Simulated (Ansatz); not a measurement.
# BN: the cost of one run

Method: DFT PBE, scalar-relativistic, in Ansatz 0.2.0.

## Step 1: The system as given

It takes space group P6_3/mmc (No. 194, hexagonal). Conventional cell: a = 2.504 Å, b = 2.504 Å, c = 6.661 Å, α = 90.00°, β = 90.00°, γ = 120.00°. B (site symmetry -6m2) has 3 N at 1.45 Å as nearest neighbours. N (site symmetry -6m2) is surrounded by 3 B at 1.45 Å.

As a file:

```cif
data_structure
_symmetry_space_group_name_H-M 'P6_3/mmc'
_symmetry_Int_Tables_number 194
_cell_length_a 2.5040
_cell_length_b 2.5040
_cell_length_c 6.6612
_cell_angle_alpha 90.000
_cell_angle_beta 90.000
_cell_angle_gamma 120.000
_cell_volume 36.17
loop_
_atom_site_label
_atom_site_type_symbol
_atom_site_symmetry_multiplicity
_atom_site_Wyckoff_symbol
_atom_site_fract_x
_atom_site_fract_y
_atom_site_fract_z
_atom_site_occupancy
B1 B 2 c 0.33333 0.66667 0.25000 1
N1 N 2 d 0.33333 0.66667 0.75000 1
```

The file gives the conventional cell by its symmetry; the runs use the cell typed in the input.

Atoms are numbered in the order of the input: B1, B2, N3, N4.

## Step 2: The deformed structure

Space group P6_3/mmc before, P-1 after.

## Step 3: All-electron LAPW

File input.yaml:

```yaml
crystal:
  lattice:
    - [2.5039917043, 0.0125199585, 0.0125199585]
    - [-1.2411532501, 2.1622604475, 0.0045826229]
    - [0.033306, 0.033306, 6.6612]
  atoms:
    - { symbol: B, position: [0.3333333333, 0.6666666667, 0.25] }
    - { symbol: B, position: [0.6666666667, 0.3333333333, 0.75] }
    - { symbol: "N", position: [0.3333333333, 0.6666666667, 0.75] }
    - { symbol: "N", position: [0.6666666667, 0.3333333333, 0.25] }
kpoints:
  mp_grid: { grid: [11, 11, 4] }
  band_path:
    path:
      - [0.0, 0.0, 0.0]
      - [0.0, -0.5, 0.0]
      - [0.0, 0.0, 0.5]
      - [0.0, 0.0, 0.0]
      - [-0.5, 0.0, 0.0]
      - [-0.5, 0.5, -0.5]
      - [0.0, 0.0, 0.0]
      - [-0.5, 0.0, -0.5]
      - [-0.5, 0.5, 0.0]
    npoints: 5
scf:
  occupations: { method: fermi_dirac, width: 0.02 }
hamiltonian:
  xc: pbe
  pseudopotentials: { kind: all_electron, lapw: { basis_error: 0.001 } }
output:
  forces: true
  stress: true
  eigenvalues: true
```

Launch:

```sh
ansatz run input.yaml --threads 1 --pin off --max-ram 4096MiB --backend cpu --events-out ev --progress --plain --runs-dir out
```

What time and memory should one allow on 1 thread of Intel Xeon 6975P-C (Granite Rapids), shared host?

About 48 s, with a peak of 1 GiB.
